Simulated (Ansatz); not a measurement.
# Y (Fm-3m) in Ansatz: settings compared, part 2 of 3

Ansatz 0.2.0. The steps go on from the part before.

### 3 Band structure, r2SCAN+U, spin-orbit coupling, no magnetisation

run.py

```python
import json

import ase.io
import numpy as np
import spglib

import ansatz as az

atoms = ase.io.read("Y.cif")
cell, frac, numbers = spglib.find_primitive((atoms.cell[:], atoms.get_scaled_positions(), atoms.numbers), symprec=1e-5)
atoms = ase.Atoms(numbers, cell=cell, scaled_positions=frac, pbc=True)

calculation = (
    az.Crystal.from_ase(atoms)
    .calculation()
    .kpoints(9, 9, 9)
    .functional("r2scan")
    .pseudopotentials(kind="paw_fr")
    .hubbard("Y", "d", u_eff=1.0)
    .spin("noncollinear", soc=True)
    .scf(extra_bands=6)
    .occupations(method="tetrahedron")
    .band_structure(path=(((0.0, 0.0, 0.0), (0.5, 0.0, 0.5), (0.5, 0.25, 0.75), (0.375, 0.375, 0.75), (0.0, 0.0,
        0.0), (0.5, 0.5, 0.5), (0.625, 0.25, 0.625), (0.5, 0.25, 0.75), (0.5, 0.5, 0.5), (0.375, 0.375, 0.75)),
        ((0.625, 0.25, 0.625), (0.5, 0.0, 0.5))), intervals=14)
    .density()
    .potential()
    .output_files(volumetric_format="npy")
    .electron_localization_function()
    .forces()
    .stress()
)
outcome = calculation.run(threads=2, events_out="events.jsonl")

report = outcome.report
for line in open("events.jsonl"):
    event = json.loads(line)
    if event["event"] == "scf_iter":
        d = event["data"]
        print(f"SCF {d['iter']:3d}  HF = {d['harris_foulkes_ev']:.6f} eV  dr2 = {d['dr2_ev']:.2e} eV")
    elif event["event"] in ("relax_step", "md_step"):
        d = event["data"]
        print(f"{event['event']} {d['step']:3d}  E = {d['lagrangian_ev']:.6f} eV")
np.set_printoptions(precision=5, suppress=True, linewidth=110)
print("converged:", report["converged"], "after", report["n_iterations"], "iterations")
print(f"free energy {report['free_energy_ev']:.6f} eV, Fermi level {report['fermi_energy_ev']:.4f} eV")
for key in ("band_edges_ev", "magnetization_mub", "site_moments_mub", "site_moments_nc_mub", "forces_ev_ang",
                "stress_gpa", "kpoints_frac", "eigenvalues_ev"):
    if report.get(key) is not None:
        print(key, np.array(report[key]), sep="\n")
```

Y.cif is that of step 2.

Potentials or basis: Ansatz PAW.

Launch:

```console
$ python run.py
```

Output:

```text
DeckWarning: output.forces, output.stress, relax.cell or npt_langevin: where a Kohn–Sham band that disperses or a degenerate level is filled in part under the method tetrahedron, the forces or the stress that this run publishes need not agree with its energy (scf.occupations.method in the input reference, under Limitations); prefer a smearing scheme for the forces or the stress
DeckWarning: basis.ecutwfc = 500 eV, auto-derived from the records' recommended cutoffs: set by Y (their level for a meta-GGA)
PlacementWarning: RAYON_NUM_THREADS=2 ignored (pool sized by the plan → 2); use plan(threads=…)
SCF   1  HF = -3854.062426 eV  dr2 = 1.41e-01 eV
SCF   2  HF = -3854.132091 eV  dr2 = 9.18e-02 eV
SCF   3  HF = -3854.143941 eV  dr2 = 5.33e-04 eV
SCF   4  HF = -3854.145509 eV  dr2 = 5.54e-05 eV
SCF   5  HF = -3854.145537 eV  dr2 = 1.60e-07 eV
SCF   6  HF = -3854.145538 eV  dr2 = 2.37e-08 eV
converged: True after 6 iterations
free energy -3854.145538 eV, Fermi level 9.5285 eV
magnetization_mub
0.0
site_moments_nc_mub
[[0. 0. 0.]]
forces_ev_ang
[[-0. -0.  0.]]
stress_gpa
[[ 1.39961 -0.       0.     ]
 [-0.       1.39961  0.     ]
 [ 0.      -0.       1.39961]]
kpoints_frac
[[ 0.       0.       0.     ]
 [ 0.       0.       0.11111]
 [ 0.       0.       0.22222]
 [ 0.       0.       0.33333]
 [ 0.       0.       0.44444]
 [ 0.       0.11111  0.11111]
 [ 0.       0.11111  0.22222]
[... 25 lines left out ...]
 [ 0.11111  0.44444 -0.44444]
 [ 0.11111  0.44444 -0.33333]
 [ 0.22222  0.44444 -0.33333]]
eigenvalues_ev
[[-34.98636 -34.98636 -15.03587 -15.03587 -13.5693  -13.5693  -13.5693  -13.5693    4.30505   4.30505
   11.56061  11.56061  11.56061  11.56061  11.6108   11.6108   13.65625]
 [-34.97858 -34.97858 -15.0613  -15.0613  -13.61974 -13.61974 -13.57814 -13.57814   4.61545   4.61545
   11.2155   11.2155   11.6907   11.6907   11.73513  11.73513  13.5    ]
 [-34.9569  -34.9569  -15.12944 -15.12944 -13.74032 -13.74032 -13.6005  -13.6005    5.46713   5.46713
   10.5074   10.5074   11.81909  11.81909  11.8874   11.8874   13.47527]
 [-34.93015 -34.93015 -15.21355 -15.21355 -13.86502 -13.86502 -13.6259  -13.6259    6.5811    6.5811
    9.9394    9.9394   11.61086  11.61086  11.67776  11.67776  14.14009]
 [-34.91219 -34.91219 -15.2722  -15.2722  -13.93945 -13.93945 -13.64249 -13.64249   7.40323   7.40323
    9.71803   9.71803  11.39675  11.39675  11.45829  11.45829  14.91993]
 [-34.97606 -34.97606 -15.06928 -15.06928 -13.62427 -13.62427 -13.59351 -13.59351   4.71827   4.71827
   11.06757  11.06757  11.78534  11.78534  11.82546  11.82546  13.05429]
 [-34.95913 -34.95913 -15.12171 -15.12171 -13.71702 -13.71702 -13.6162  -13.6162    5.3913    5.3913
   10.51356  10.51356  11.87242  11.87242  12.04252  12.04252  12.77417]
 [-34.93417 -34.93417 -15.19808 -15.19808 -13.83732 -13.83732 -13.64419 -13.64419   6.44896   6.44896
    9.96874   9.96874  11.40331  11.40331  11.98221  11.98221  13.49503]
 [-34.91409 -34.91409 -15.26255 -15.26255 -13.92538 -13.92538 -13.66717 -13.66717   7.45782   7.45782
    9.64936   9.64936  11.10826  11.10826  11.74278  11.74278  14.54738]
 [-34.90862 -34.90862 -15.28108 -15.28108 -13.9492  -13.9492  -13.67359 -13.67359   7.7871    7.7871
    9.60592   9.60592  11.06767  11.06767  11.6333   11.6333   14.88372]
 [-34.91968 -34.91968 -15.24398 -15.24398 -13.90221 -13.90221 -13.65967 -13.65967   7.17754   7.17754
    9.78714   9.78714  11.15926  11.15926  11.76801  11.76801  13.94154]
 [-34.94266 -34.94266 -15.17152 -15.17152 -13.79985 -13.79985 -13.63111 -13.63111   6.07852   6.07852
   10.20715  10.20715  11.5026   11.5026   12.08439  12.08439  13.00863]
 [-34.9661  -34.9661  -15.10029 -15.10029 -13.68605 -13.68605 -13.59913 -13.59913   5.10957   5.10957
   10.77953  10.77953  11.76368  11.76368  11.96414  11.96414  12.99543]
 [-34.94843 -34.94843 -15.15414 -15.15414 -13.75561 -13.75561 -13.65466 -13.65466   5.83778   5.83778
   10.09491  10.09491  11.76306  11.76306  12.47172  12.47172  12.51946]
 [-34.92915 -34.92915 -15.21225 -15.21225 -13.84282 -13.84282 -13.68948 -13.68948   6.6923    6.6923
    9.67359   9.67359  11.05624  11.05624  12.73554  12.73554  13.28315]
 [-34.91163 -34.91163 -15.2667  -15.2667  -13.91941 -13.91941 -13.72285 -13.72285   7.70708   7.70708
    9.4132    9.4132   10.58916  10.58916  12.54942  12.54942  14.44913]
 [-34.90486 -34.90486 -15.29031 -15.29031 -13.95288 -13.95288 -13.73944 -13.73944   8.44996   8.44996
    9.23091   9.23091  10.51362  10.51362  12.31991  12.31991  14.92107]
 [-34.9094  -34.9094  -15.27414 -15.27414 -13.93477 -13.93477 -13.72578 -13.72578   8.13512   8.13512
    9.63444   9.63444  10.31483  10.31483  12.26178  12.26178  13.94295]
 [-34.92351 -34.92351 -15.22778 -15.22778 -13.87466 -13.87466 -13.68364 -13.68364   7.10002   7.10002
    9.97046   9.97046  10.70853  10.70853  12.37103  12.37103  13.00835]
 [-34.91721 -34.91721 -15.25088 -15.25088 -13.89282 -13.89282 -13.72417 -13.72417   7.16667   7.16667
    9.26761   9.26761  10.86464  10.86464  13.59692  13.59692  13.66276]
 [-34.90505 -34.90505 -15.28959 -15.28959 -13.94299 -13.94299 -13.75773 -13.75773   7.75767   7.75767
    9.07455   9.07455  10.69902  10.69902  13.75654  13.75654  14.5975 ]
 [-34.9002  -34.9002  -15.30603 -15.30603 -13.96169 -13.96169 -13.7867  -13.7867    8.39469   8.39469
    9.08319   9.08319  10.54249  10.54249  13.3793   13.3793   15.073  ]
 [-34.9027  -34.9027  -15.29753 -15.29753 -13.95512 -13.95512 -13.77969 -13.77969   8.92089   8.92089
    9.09854   9.09854  10.19407  10.19407  12.87714  12.87714  14.35639]
 [-34.89818 -34.89818 -15.31416 -15.31416 -13.97657 -13.97657 -13.7697  -13.7697    7.75433   7.75433
    8.81805   8.81805  11.10308  11.10308  15.02834  15.02834  15.03024]
 [-34.89652 -34.89652 -15.31952 -15.31952 -13.98058 -13.98058 -13.78529 -13.78529   7.96364   7.96364
    8.86402   8.86402  11.06413  11.06413  14.49822  14.49822  15.33704]
 [-34.94072 -34.94072 -15.17653 -15.17653 -13.79819 -13.79819 -13.65364 -13.65364   6.17837   6.17837
   10.07643  10.07643  11.35697  11.35697  12.57984  12.57984  12.63341]
 [-34.91995 -34.91995 -15.23978 -15.23978 -13.88832 -13.88832 -13.69306 -13.69306   7.25655   7.25655
    9.74182   9.74182  10.72708  10.72708  12.33126  12.33126  13.548  ]
 [-34.90755 -34.90755 -15.28143 -15.28143 -13.94419 -13.94419 -13.71855 -13.71855   8.15072   8.15072
    9.43658   9.43658  10.58327  10.58327  12.10332  12.10332  14.55282]
 [-34.914   -34.914   -15.2589  -15.2589  -13.9038  -13.9038  -13.73174 -13.73174   7.493     7.493
    9.40877   9.40877  10.55172  10.55172  13.19023  13.19023  13.69241]
 [-34.90397 -34.90397 -15.292   -15.292   -13.94395 -13.94395 -13.77142 -13.77142   8.34317   8.34317
    9.3183    9.3183   10.22391  10.22391  12.91928  12.91928  14.56984]
 [-34.90247 -34.90247 -15.29799 -15.29799 -13.95197 -13.95197 -13.78272 -13.78272   8.98597   8.98597
    9.0861    9.0861   10.14033  10.14033  12.61295  12.61295  14.58706]
 [-34.90807 -34.90807 -15.27761 -15.27761 -13.93148 -13.93148 -13.75071 -13.75071   8.27005   8.27005
    9.77573   9.77573   9.87775   9.87775  12.61701  12.61701  13.89499]
 [-34.899   -34.899   -15.31017 -15.31017 -13.96518 -13.96518 -13.78788 -13.78788   8.09632   8.09632
    9.03001   9.03001  10.72669  10.72669  13.82393  13.82393  15.0826 ]
 [-34.89891 -34.89891 -15.31071 -15.31071 -13.95937 -13.95937 -13.80963 -13.80963   8.54354   8.54354
    9.2108    9.2108   10.44086  10.44086  13.06111  13.06111  15.17687]
 [-34.90009 -34.90009 -15.30608 -15.30608 -13.94732 -13.94732 -13.81795 -13.81795   8.76921   8.76921
    9.62192   9.62192   9.8766    9.8766   12.56825  12.56825  15.12355]]
```

Wall time 15 s (2 threads of Arm Neoverse V1, shared host); peak memory 0.67 GiB.

What came out:

| Quantity | Value |
| --- | --- |
| Free energy | -3854.1455 eV |
| Pressure | 1.4 GPa |
| Band gap on the k mesh | none (metal or under the smearing width) |

Levels at the corners of the path, in eV from the Fermi level:
```csv
point,band 9,band 10,band 11,band 12,band 13,band 14,band 15,band 16
Γ,-5.22,-5.22,2.03,2.03,2.03,2.03,2.08,2.08
X,-1.74,-1.74,-0.77,-0.77,1.71,1.71,5.57,5.57
W,-0.74,-0.74,0.25,0.25,0.31,0.31,2.84,2.84
K,-0.95,-0.95,-0.46,-0.46,0.98,0.98,3.86,3.86
Γ,-5.22,-5.22,2.03,2.03,2.03,2.03,2.08,2.08
L,-2.00,-2.00,0.16,0.16,1.84,1.84,1.90,1.90
U,-0.95,-0.95,-0.46,-0.46,0.98,0.98,3.86,3.86
W,-0.74,-0.74,0.25,0.25,0.31,0.31,2.84,2.84
L,-2.00,-2.00,0.16,0.16,1.84,1.84,1.90,1.90
K,-0.95,-0.95,-0.46,-0.46,0.98,0.98,3.86,3.86
U,-0.95,-0.95,-0.46,-0.46,0.98,0.98,3.86,3.86
X,-1.74,-1.74,-0.77,-0.77,1.71,1.71,5.57,5.57
```

Caveat: the PAW data sets were made with another functional, which shifts forces and pressure a little; U without spin polarisation on a metal has little footing; the U is typed as a test and isn't derived for this compound; with tetrahedron occupations forces and stress needn't match the slope of the energy.

### 4 Single point, r2SCAN+rVV10, collinear spin, ferromagnetic start, 33.24 Å³/atom

input.yaml

```yaml
crystal:
  lattice:
    - [0.0, 2.55199106, 2.55199106]
    - [2.55199106, 0.0, 2.55199106]
    - [2.55199106, 2.55199106, 0.0]
  atoms:
    - { symbol: "Y", position: [0.0, 0.0, 0.0], spin: 0.5 }
hamiltonian:
  xc: r2scan
  pseudopotentials: { kind: nc, accuracy: standard }
  dispersion: rvv10
magnetization:
  spin_polarized: true
kpoints:
  mp_grid: { grid: [9, 9, 9] }
scf:
  occupations: { method: fermi_dirac, width: 0.01 }
output:
  forces: true
  stress: true
  eigenvalues: true
```

Potentials or basis: PseudoDojo standard (PBE files).

Launch:

```console
$ ansatz run input.yaml --threads 2 --pin off --max-ram 5120MiB --backend cpu --events-out ev --progress --plain --runs-dir out
```

Output:

```text
Warning: hamiltonian.xc reads the kinetic-energy density τ on the library's norm-conserving files, and those of Y were made for PBE
Warning: RAYON_NUM_THREADS=2 ignored (pool sized by the plan → 2); use --threads N
Engine: ansatz 0.2.0, aarch64-unknown-linux-gnu
Pseudopotentials: kind: nc
Pseudopotential: Y, nc, valence charge 11, recommended cutoff 979.609905 eV (normal), Y.nc.azcp (PseudoDojo's, or run here from an input of PseudoDojo's; its table is named by hamiltonian.pseudopotentials.accuracy)
Functional definition: r2SCAN+rVV10
  parameter k0 = 0.174
  parameter k1 = 0.065
  parameter a1 = 4.9479
  exchange = r2scan_x(k0 = k0, k1 = k1, a1 = a1)
  correlation = r2scan_c + rvv10(11.95, 0.0093)
Crystal: 1 atoms, lattice volume = 33.240 Å³
Basis set: ecut = 979.609905 eV, 2277 PW (Γ), exchange–correlation on 160×160×160 points (64 copies of the dense FFT grid, shifted against one another)
Bands: 10, of which v1, the nominal top of the filled ones, is band 6 counted from 1 (5 counted from 0)
Symmetry: 48 space group operations
Space group: Fm-3m (ITA 225), of the structure as read, at distance tolerance 3.2e-5 Å
Magnetic group: BNS 225.116 (UNI 1618), of the structure as read, at distance tolerance 3.2e-5 Å
k-points: 35 of 729
Non-local potential: Y, projectors of the file, l = 0: 2, l = 1: 2, l = 2: 2
Initial density: superposition of atomic densities (chi_scale 0.1, normalization cell)
Starting moments: Σ|m| = 0.5 μB on 1 of 1 site
Initial wavefunctions: pseudopotential atomic-orbital guess
Functional: x = r2scan, c = r2scan + rvv10(b = 11.95, C = 0.0093); τ floored in thin density (d = 2e-4 eV/Å³)
iter 1 solved again at ethr=6.71e-4 eV; its pass at ethr=3.10e-3 eV (dr2=7.38e-2 eV) is discarded
SCF iter   1: F=—  HF=-1120.031500 eV  |F-HF|=—  |Δ(HF+E_count)|=         —  Δρ=1.77e-2 (↑1.77e-2 ↓1.25e-2)  dr2=7.28e-2  dr2_τ=5.21e-3  dr2_m=6.11e-2  M=0.140 μB ∫|m|=0.140 μB  β_m=0.30  ethr=6.71e-4  ⟨swp⟩=1.0  Hψ=6159  notcnv=0
preconditioner: auto → none  [metal: Δε(μ)=0.027 eV  Ē_g=4.803 eV  σ=0.010 eV  W_gap=0.47  n_scr=8 (ndim 8)  ℏωp=11.2 eV  f_vac=0.000  D(μ)=3.87/eV (n_scr^D=58)  sad-step TF]
[... 22 lines left out ...]
Per-site moments (μB) at R_I (Å): [(0.026379293572835808, 1.4887374018440926)]
Free energy (F): -1120.123122 eV
Harris-Foulkes:  -1120.123122 eV  (|F-HF|=1.30e-11)
Internal energy: -1120.122688 eV  (E = F + TS)
E sigma→0 (E₀):  -1120.122905 eV
Entropy (-TS):   -0.000435 eV (-0.435 meV/atom)
Fermi energy:    9.486695 eV
--- Per-component energies (eV) ---
  E_band       = -130.304560
  E_kinetic    = 313.359914
  E_local      = -723.895628  (includes V_loc(G=0)·N_el)
  E_nonlocal   = 118.366281
  E_hartree    = 180.965906
  E_xc         = -226.347161
  E_vxc        = -211.824005  (∫ρ·V_xc dr)
  E_vtau       = 11.757053  (kinetic-family band-sum trace: ∫τ·v_τ [+ j·A + Jᵃ·Aᵃ] dr)
  E_ewald      = -782.572001
  E_smearing   = -0.000435  (= −TS)
  E_closure    = 0.000000  (closes the sum)
  Σ components = -1120.123122   (vs F -1120.123122, Δ=0.00e0)
--- Forces (eV/Å), atoms counted from 1 ---
  atom   1  Y     -0.00000000    -0.00000000    -0.00000000
  max |Σ_I F_I| component: 2.26e-32 eV/Å
--- Stress (GPa, compression-positive) ---
       -0.749750      -0.000000      -0.000000
        0.000000      -0.749750      -0.000000
       -0.000000      -0.000000      -0.749750
  P = ⅓ Tr σ = -0.7498 GPa (-7.498 kbar)
--- Band table (eV; the first three rows and the last of 70) ---
  k-point 0 ↑: bands = ["-34.9306", "-13.8919", "-13.8919", "-13.8919", "4.3693", "11.4174", "11.4174", "11.4174", "13.5140", "13.5140"]
  k-point 1 ↑: bands = ["-34.9232", "-13.9599", "-13.9004", "-13.9004", "4.6793", "11.0568", "11.5534", "11.5534", "13.3661", "13.3661"]
  k-point 2 ↑: bands = ["-34.9045", "-14.1280", "-13.9217", "-13.9217", "5.5181", "10.3614", "11.6985", "11.6985", "13.3564", "13.3564"]
  k-point 34 ↓: bands = ["-34.8338", "-14.2705", "-14.2005", "-14.0659", "8.6325", "9.5223", "9.7867", "12.4659", "15.0070", "16.3897"]
```

Wall time 17 s (2 threads of Arm Neoverse V1, shared host); peak memory 0.56 GiB.

What came out:

```
Free energy            : -1120.1231 eV
Band gap on the k mesh : none (metal or under the smearing width)
Net moment             : 0.04 μB per cell
Absolute moment        : 0.04 μB per cell
Site moments           : Y +0.03 μB
```

Caveat: the meta-GGA runs on potentials made for a GGA; the rVV10 pressure on norm-conserving files is uncertain; the magnetic or orbital state may not be the lowest; the potentials were made for another functional, which shifts forces and pressure; pairwise dispersion overbinds metals, which lowers pressure and volume; the starting moments weren't kept.

(Part 2 of 3 ends here.)
